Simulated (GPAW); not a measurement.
# Pd (Fm-3m) in GPAW: notebook

Runs on Pd. Level: PBE. Tasks: eps q.

All numbers are computed with GPAW 26.7.0; they aren't measurements. Logs are shortened: lines on timing, memory, paths and dates and some standing lists are left out, and cuts for length are marked. The log counts tension as positive stress, the text compression.

### Step 1. Starting point

It takes space group Fm-3m (No. 225, cubic). The conventional cell has a = 3.893 Å, b = 3.893 Å, c = 3.893 Å, α = 90.00°, β = 90.00°, γ = 90.00°. Pd (site symmetry m-3m) is surrounded by 12 Pd at 2.75 Å.

### Step 2. Eps q, PBE (volume scaled by 1.08)

File run.py:

```python
import numpy as np
from ase.dft.bandgap import bandgap
from ase.io import read, write
from gpaw import GPAW, PW
from gpaw.response.df import DielectricFunction

atoms = read('POSCAR')

calc = GPAW(mode=PW(500),
            xc='PBE',
            kpts={'size': (9, 9, 9), 'gamma': True},
            occupations={'name': 'fermi-dirac', 'width': 0.05},
            nbands=17,
            convergence={'density': 1e-06},
            maxiter=150,
            txt='gpaw.txt')
atoms.calc = calc
energy = atoms.get_potential_energy()
calc.write('gs.gpw')
write('result.traj', atoms)
print(f'Energy: {energy:.6f} eV')
print('Fermi level:', round(calc.get_fermi_level(), 4), 'eV')
print(f'Gap: {bandgap(calc)[0]:.4f} eV, direct: {bandgap(calc, direct=True)[0]:.4f} eV')

dense = calc.fixed_density(kpts={'size': (18, 18, 18), 'gamma': True},
                           nbands=24, convergence={'bands': 18},
                           update_fermi_level=True, txt='dense.txt')
dense.write('dense.gpw', mode='all')

df = DielectricFunction('dense.gpw', frequencies=np.array([0.0]), hilbert=False, eta=0.001,
                        ecut=80, nbands=18, txt='df.txt')
for q_c in [[0.0555555556, 0.0555555556, 0.0555555556], [0.1111111111, 0.1111111111, 0.1111111111], [0.1666666667, 0.1666666667, 0.1666666667], [0.2777777778, 0.2777777778, 0.2777777778], [0.5, 0.5, 0.5], [0.7222222222, 0.7222222222, 0.7222222222], [0.9444444444, 0.9444444444, 0.9444444444], [0.0555555556, 0.0555555556, 0.0], [0.1111111111, 0.1111111111, 0.0], [0.1666666667, 0.1666666667, 0.0], [0.2777777778, 0.2777777778, 0.0], [0.5, 0.5, 0.0], [0.7222222222, 0.7222222222, 0.0], [0.9444444444, 0.9444444444, 0.0]]:
    e0, e = df.get_dielectric_function(xc='ALDA', q_c=q_c, filename=None)
    q = np.linalg.norm(2 * np.pi * np.array(q_c) @ atoms.cell.reciprocal())
    print(q_c, f'|q| = {q:.4f} 1/A: eps {e0[0].real:.4f} without, {e[0].real:.4f} with local fields')
```

File POSCAR:

```
Pd
1.0
    0.0000000000      1.9970809081      1.9970809081
    1.9970809081      0.0000000000      1.9970809081
    1.9970809081      1.9970809081      0.0000000000
Pd
1
Direct
    0.0000000000      0.0000000000      0.0000000000
```

Potentials or basis: GPAW PAW data sets (gpaw-data 1.2.1), pw.

On the command line:

```console
> OMP_NUM_THREADS=1 python run.py
```

gpaw.txt:

```text
__  _  _
 | _ |_)|_||  |
 |__||  | ||/\| - 26.7.0

Input parameters:
  mode=PW(ecut=500.0),
  convergence={'density': 1e-06},
  kpts=MonkhorstPack(size=(9, 9, 9), gamma=True),
  maxiter=150,
  nbands=17,
  occupations=Occupations(name='fermi-dirac', width=0.05),
  xc=XC(name='PBE')

Diagonalizing LCAO Hamiltonian
Converting LCAO to pw mode

       Pd

Atoms  # Å, Bohr magnetons
|   | symbol |        x |        y |        z |    initial magnetic moments |
|---|--------|----------|----------|----------|-----------------------------|
| 0 |     Pd | 0.000000 | 0.000000 | 0.000000 | ( 0.0000,  0.0000,  0.0000) |

Unit cell  # Å
| periodic |        x |        y |        z |  lengths |    angles |
|----------|----------|----------|----------|----------|-----------|
|      yes | 0.000000 | 1.997081 | 1.997081 | 2.824299 | 60.000000 |
|      yes | 1.997081 | 0.000000 | 1.997081 | 2.824299 | 60.000000 |
|      yes | 1.997081 | 1.997081 | 0.000000 | 2.824299 | 60.000000 |

Number of symmetries: 48
Symmetry operations  # r_c * U_cc + t_c -> r_c
|    | kind |            matrix            |
|----|------|------------------------------|
|  0 |  σ   |  1, 0, 0,  1, 0,-1,  1,-1, 0 |
|  1 |  C2  |  1, 0, 0,  1,-1, 0,  1, 0,-1 |
|  2 |  E   |  1, 0, 0,  0, 1, 0,  0, 0, 1 |
|  3 |  σ   |  1, 0, 0,  0, 0, 1,  0, 1, 0 |
|  4 |  C4  |  1, 0,-1,  1, 0, 0,  1,-1, 0 |
|  5 |  S6  |  1, 0,-1,  1,-1, 0,  1, 0, 0 |
|  6 |  σ   |  1, 0,-1,  0, 1,-1,  0, 0,-1 |
|  7 |  C3  |  1, 0,-1,  0, 0,-1,  0, 1,-1 |
|  8 |  S6  |  1,-1, 0,  1, 0, 0,  1, 0,-1 |
|  9 |  C4  |  1,-1, 0,  1, 0,-1,  1, 0, 0 |
| 10 |  C3  |  1,-1, 0,  0,-1, 1,  0,-1, 0 |
| 11 |  σ   |  1,-1, 0,  0,-1, 0,  0,-1, 1 |
| 12 |  σ   |  0, 1, 0,  1, 0, 0,  0, 0, 1 |
| 13 |  C4  |  0, 1, 0,  0, 1,-1, -1, 1, 0 |
| 14 |  C3  |  0, 1, 0,  0, 0, 1,  1, 0, 0 |
| 15 |  S6  |  0, 1, 0, -1, 1, 0,  0, 1,-1 |
| 16 |  C2  |  0, 1,-1,  1, 0,-1,  0, 0,-1 |
| 17 |  σ   |  0, 1,-1,  0, 1, 0, -1, 1, 0 |
| 18 |  S4  |  0, 1,-1,  0, 0,-1,  1, 0,-1 |
| 19 |  C4  |  0, 1,-1, -1, 1, 0,  0, 1, 0 |
| 20 |  C3  |  0, 0, 1,  1, 0, 0,  0, 1, 0 |
| 21 |  σ   |  0, 0, 1,  0, 1, 0,  1, 0, 0 |
| 22 |  S6  |  0, 0, 1,  0,-1, 1, -1, 0, 1 |
| 23 |  C4  |  0, 0, 1, -1, 0, 1,  0,-1, 1 |
| 24 |  S4  |  0, 0,-1,  1, 0,-1,  0, 1,-1 |
| 25 |  C3  |  0, 0,-1,  0, 1,-1,  1, 0,-1 |
| 26 |  C2  |  0, 0,-1,  0,-1, 0, -1, 0, 0 |
| 27 |  S6  |  0, 0,-1, -1, 0, 0,  0,-1, 0 |
| 28 |  S4  |  0,-1, 1,  1,-1, 0,  0,-1, 0 |
| 29 |  C4  |  0,-1, 1,  0, 0, 1, -1, 0, 1 |
| 30 |  C2  |  0,-1, 1,  0,-1, 0,  1,-1, 0 |
| 31 |  σ   |  0,-1, 1, -1, 0, 1,  0, 0, 1 |
| 32 |  C3  |  0,-1, 0,  1,-1, 0,  0,-1, 1 |
| 33 |  S6  |  0,-1, 0,  0, 0,-1, -1, 0, 0 |
| 34 |  S4  |  0,-1, 0,  0,-1, 1,  1,-1, 0 |
| 35 |  C2  |  0,-1, 0, -1, 0, 0,  0, 0,-1 |
| 36 |  C2  | -1, 1, 0,  0, 1, 0,  0, 1,-1 |
| 37 |  S6  | -1, 1, 0,  0, 1,-1,  0, 1, 0 |
| 38 |  S4  | -1, 1, 0, -1, 0, 1, -1, 0, 0 |
| 39 |  C3  | -1, 1, 0, -1, 0, 0, -1, 0, 1 |
| 40 |  S6  | -1, 0, 1,  0, 0, 1,  0,-1, 1 |
| 41 |  C2  | -1, 0, 1,  0,-1, 1,  0, 0, 1 |
| 42 |  C3  | -1, 0, 1, -1, 1, 0, -1, 0, 0 |
| 43 |  S4  | -1, 0, 1, -1, 0, 0, -1, 1, 0 |
| 44 |  C2  | -1, 0, 0,  0, 0,-1,  0,-1, 0 |
| 45 |  i   | -1, 0, 0,  0,-1, 0,  0, 0,-1 |
| 46 |  σ   | -1, 0, 0, -1, 1, 0, -1, 0, 1 |
| 47 |  C2  | -1, 0, 0, -1, 0, 1, -1, 1, 0 |

BZ-sampling:
  Number of BZ points: 729
  Number of IBZ points: 35

  Monkhorst-Pack size: [9, 9, 9]
  Monkhorst-Pack shift: [0, 0, 0]

K-points  # in reciprocal-cell coordinates
|     |                                coordinates |     weight |
|-----|--------------------------------------------|------------|
|   0 | (  0.00000000,   0.00000000,   0.00000000) | 0.00137174 |
|   1 | (  0.11111111,   0.11111111,   0.00000000) | 0.00823045 |
|   2 | (  0.11111111,   0.11111111,   0.11111111) | 0.01097394 |
|   3 | (  0.22222222,   0.11111111,   0.11111111) | 0.01646091 |
|   4 | (  0.22222222,   0.22222222,   0.00000000) | 0.00823045 |
|   5 | (  0.22222222,   0.22222222,   0.11111111) | 0.03292181 |
|   6 | (  0.22222222,   0.22222222,   0.22222222) | 0.01097394 |
|   7 | (  0.33333333,   0.22222222,   0.11111111) | 0.03292181 |
|   8 | (  0.33333333,   0.22222222,   0.22222222) | 0.03292181 |
|   9 | (  0.33333333,   0.33333333,  -0.33333333) | 0.01646091 |
| ... |                                            |            |
|  34 | (  0.44444444,   0.44444444,   0.44444444) | 0.01097394 |

Plane wave coefficients: 419
Cutoff: 500.0 eV

Spin-components: 1 (collinear spins)
Bands:           17
Projectors:      6
Spin-degeneracy: 2
Datatype:        complex128

Density:
  Valence electrons: 16.0
  Components: 1
  Grid points: [15 15 15]
  Charge: 0.0  # |e|

Potential:
  Grid points: [15 15 15]

species:
  Pd:
    name:    Palladium
    Z:       46.0
    valence: 16
    core:    30
    charge:  0.0  # [|e|]
    compensation charges:
      type: gauss
      rc: 0.38  # [Å]
      lmax: 2
    cutoffs:
      filter: 2.38  # [Å]
      core: 2.28  # [Å]
    projectors
    | kind |    occ | energy [eV] | rcut [Å] |
    |------|--------|-------------|----------|
    |   5s |  0.000 |      -3.315 |    1.228 |
    |   4p |  6.000 |     -51.209 |    1.360 |
    |   5p |  0.000 |      -0.314 |    1.360 |
    |   4d | 10.000 |      -4.047 |    1.228 |
    |    s |        |      23.896 |    1.228 |
    |    d |        |      23.165 |    1.228 |

    Using partial waves for Pd as LCAO basis

Reference energy: -137227.490718  # eV

eigensolver:
  PPCG
  Converge bands: occupied
  niter=2

density mixing:
  MSR1-Mixer
  Pratt-step length: 0.05
  Maximum mixing coefficient: 0.75
  Old densities: 10
  SVD Regularization: 0.005
  Good broyden scale: 1.0
  Trust region scale: 1.0
  Backstep threshold: 4.0
  History deletion threshold: 6.0
  Fourier metric: weight=20.0, sigma=0.015

occupation numbers:
  Fermi-Dirac:
    width: 0.0500  # eV

poisson solver:
  ecut: 4000.0  # eV

xc functional:
  name: PBE with 2 nearest neighbor stencil

convergence criteria:
- Maximum integral of absolute [dens]ity change: 1e-06 electrons / valence electron
- Maximum [total energy] change in last 3 cyles: 0.0005 eV / valence electron
- Maximum integral of absolute [eigenst]ate change: 4e-08 eV^2 / valence electron
maximum number of iterations: 150

SCF iterations
|iter     | |      energy | eigst |  dens |
|---------|-|-------------|-------|-------|
|iter:   1| |   -4.896002 | -0.28 |       |
|iter:   2| |   -4.634783 | -2.61 | -0.97 |
|iter:   3| |   -3.877811 | -1.40 | -1.02 |
|iter:   4| |   -3.869610 | -3.36 | -2.00 |
|iter:   5| |   -3.866853 | -3.50 | -2.16 |
|iter:   6| |   -3.866860c| -6.49 | -3.66 |
|iter:   7| |   -3.866862c| -7.13 | -4.03 |
|iter:   8| |   -3.866863c| -8.54c| -5.16 |
|iter:   9| |   -3.866863c| -9.23c| -5.69 |
|iter:  10| |   -3.866863c|-10.02c| -7.27c|

Converged in 10 steps
Energy contributions relative to reference atoms: (reference = -137227.490718)

Energy contributions:
  Kinetic:          -6.357172
  Coulomb:           1.087210
  Zero:             -0.154497
  External:          0.000000
  Xc:                1.568293
  Entropy:          -0.021392
  Spinorbit:         0.000000
  ----------------------------
  Free energy:      -3.877559
  Extrapolated:     -3.866863

dipole moment: (-11.836722, -11.836722, -11.836722)  # |e|*Ang

Fermi level: 8.229
Eigenvalues  # (at kpt = [0.000, 0.000, 0.000])
| band index |      eig [eV] | occ [0-2] |
|------------|---------------|-----------|
|          0 |       -41.252 |     2.000 |
|          1 |       -41.252 |     2.000 |
|          2 |       -41.252 |     2.000 |
|          3 |         1.713 |     2.000 |
|          4 |         5.745 |     2.000 |
|          5 |         5.745 |     2.000 |
[... 9 lines left out ...]
|         15 |        37.043 |     0.000 |
|         16 |        37.043 |     0.000 |

No gap
No difference between direct/indirect transitions
# Writing to gs.gpw (mode='')
```

stdout:

```text
Energy: -3.866863 eV
Fermi level: 8.2289 eV
Gap: 0.0000 eV, direct: 0.0000 eV
[0.0555555556, 0.0555555556, 0.0555555556] |q| = 0.1514 1/A: eps 1202.5967 without, 333.2360 with local fields
[0.1111111111, 0.1111111111, 0.1111111111] |q| = 0.3027 1/A: eps 262.1578 without, 81.9015 with local fields
[0.1666666667, 0.1666666667, 0.1666666667] |q| = 0.4541 1/A: eps 101.1342 without, 36.1444 with local fields
[0.2777777778, 0.2777777778, 0.2777777778] |q| = 0.7569 1/A: eps 28.5109 without, 13.2156 with local fields
[0.5, 0.5, 0.5] |q| = 1.3623 1/A: eps 8.1064 without, 4.5765 with local fields
[0.7222222222, 0.7222222222, 0.7222222222] |q| = 1.9678 1/A: eps 4.2073 without, 2.4413 with local fields
[0.9444444444, 0.9444444444, 0.9444444444] |q| = 2.5733 1/A: eps 2.8358 without, 1.6167 with local fields
[0.0555555556, 0.0555555556, 0.0] |q| = 0.1748 1/A: eps 860.0350 without, 249.2692 with local fields
[0.1111111111, 0.1111111111, 0.0] |q| = 0.3496 1/A: eps 183.4128 without, 61.3549 with local fields
[0.1666666667, 0.1666666667, 0.0] |q| = 0.5244 1/A: eps 64.6772 without, 26.6457 with local fields
[0.2777777778, 0.2777777778, 0.0] |q| = 0.8739 1/A: eps 16.5226 without, 9.6883 with local fields
[0.5, 0.5, 0.0] |q| = 1.5731 1/A: eps 4.4695 without, 3.3856 with local fields
[0.7222222222, 0.7222222222, 0.0] |q| = 2.2722 1/A: eps 2.6370 without, 1.8812 with local fields
[0.9444444444, 0.9444444444, 0.0] |q| = 2.9714 1/A: eps 1.9448 without, 1.3756 with local fields
```

df.txt:

```text
FrequencyGridDescriptor(from 0.000 to 0.000 eV, 1 points)
FrequencyGridDescriptor(from 0.000 to 0.000 eV, 1 points)

Calculating chi0 body with:
    Ground state adapter containing:
    Number of spins: 1
    Number of kpoints: 5832
    Number of irreducible kpoints: 195
    Number of completely occupied states: 5
    Number of partially occupied states: 9
[... 168 lines left out ...]
      (3,3)   0.00000000  0.00000000  yes
      (4,-4)  0.00000000  0.00000000  yes
      (4,-3)  0.00000000  0.00000000  yes
      (4,-2)  0.00000000  0.00000000  yes
      (4,-1)  0.00000000  0.00000000  yes
      (4,0)   0.00007145  0.00001633  yes
      (4,1)   0.00000000  0.00000000  yes
      (4,2)   0.00000000  0.00000000  yes
      (4,3)   0.00000000  0.00000000  yes
      (4,4)   0.00005103  0.00001167  yes
      In total: 0.9999999932162448 of the surface norm square is covered on average
      In total: 0.9999999932162448 of the surface norm square could be covered on average

Finished calculating f(G)
```

Run time: 2 min. Hardware: 1 thread of Arm Neoverse V2, shared host; peak memory 0.38 GiB.

Results:

```
Free energy            : -3.8776 eV
Band gap on the k mesh : none (metal or under the smearing width)
```

(Continued in part 2 of 2.)
